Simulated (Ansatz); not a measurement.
CdS (Greenockite): relaxation of cell and atoms with revPBE

Crystal: CdS (Greenockite).

```
Cd S
1.0
     4.15000    0.00000    0.00000
    -2.07500    3.59401    0.00000
     0.00000    0.00000    6.73700
Cd S
2 2
Direct
  0.66667 0.33333 0.50000
  0.33333 0.66667 0.00000
  0.66667 0.33333 0.87500
  0.33333 0.66667 0.37500
```

| Property | Result |
| --- | --- |
| Program | Ansatz 0.2.0 |
| Task | relaxation of cell and atoms |
| Functional | revPBE |
| Potentials or basis | Ansatz PAW |
| Cutoff | 420 eV (not typed: the program's choice for these potentials) |
| k mesh | 7 × 7 × 4 |
| Occupations | fermi-dirac, width 0.05 eV |
| Spin | no spin polarisation |

```json
{
 "Relaxed volume": "26.82 Å³/atom",
 "Relaxed cell": "a = 4.239 Å, b = 4.239 Å, c = 6.895 Å, α = 90.00°, β = 90.00°, γ = 120.00°",
 "Space group after relaxing (to 0.05 Å)": "P6_3mc (No. 186)",
 "Energy gained by relaxing": "18.6 meV/atom",
 "Ionic steps": "5",
 "Pressure after relaxing": "0.0 GPa",
 "Band gap on the k mesh": "1.18 eV, direct"
}
```

Step by step:
```csv
step,energy change (eV),largest force (eV/Å),volume (Å³)
1,0.0000,0.0695,100.48
2,-0.0727,0.0304,107.12
3,-0.0729,0.0149,107.27
4,-0.0730,0.0002,107.29
5,-0.0744,0.0002,107.29
```

Final structure:
```cif
data_structure
_symmetry_space_group_name_H-M 'P 1'
_symmetry_Int_Tables_number 1
_cell_length_a 4.2388
_cell_length_b 4.2388
_cell_length_c 6.8952
_cell_angle_alpha 90.000
_cell_angle_beta 90.000
_cell_angle_gamma 120.000
_cell_volume 107.29
loop_
_atom_site_label
_atom_site_type_symbol
_atom_site_fract_x
_atom_site_fract_y
_atom_site_fract_z
_atom_site_occupancy
Cd1 Cd 0.66667 0.33333 0.49914 1
Cd2 Cd 0.33333 0.66667 0.99914 1
S1 S 0.66667 0.33333 0.87586 1
S2 S 0.33333 0.66667 0.37586 1
```

Levels at points of the mesh, in eV from the valence-band top:
| k point | band 22 | band 23 | band 24 | band 25 | band 26 | band 27 | band 28 | band 29 | band 30 | band 31 |
| --- | --- | --- | --- | --- | --- | --- | --- | --- | --- | --- |
| (0.00, 0.00, 0.00) | -0.65 | -0.65 | -0.03 | 0.00 | 0.00 | 1.18 | 2.79 | 6.54 | 6.54 | 6.83 |
| (0.00, 0.00, -0.50) | -2.25 | -0.33 | -0.33 | -0.33 | -0.33 | 2.79 | 2.79 | 6.20 | 6.20 | 6.87 |

Run time: 31 s on 2 threads of Intel(R) Xeon(R) Processor @ 2.50GHz (Skylake/Cascade Lake), with other jobs on the host, peak memory 0.42 GiB.

Caveat: odd divisions of the mesh miss points on the zone boundary, where band edges often lie, so the gap on the mesh can be too wide; the plane-wave basis is chosen anew once the cell has moved, so the energies of steps on either side of that aren't comparable; the PAW data sets come from PBE, with cores solved anew for the run's functional, which leaves a small shift of forces and pressure. revPBE gives volumes clearly too large for solids.
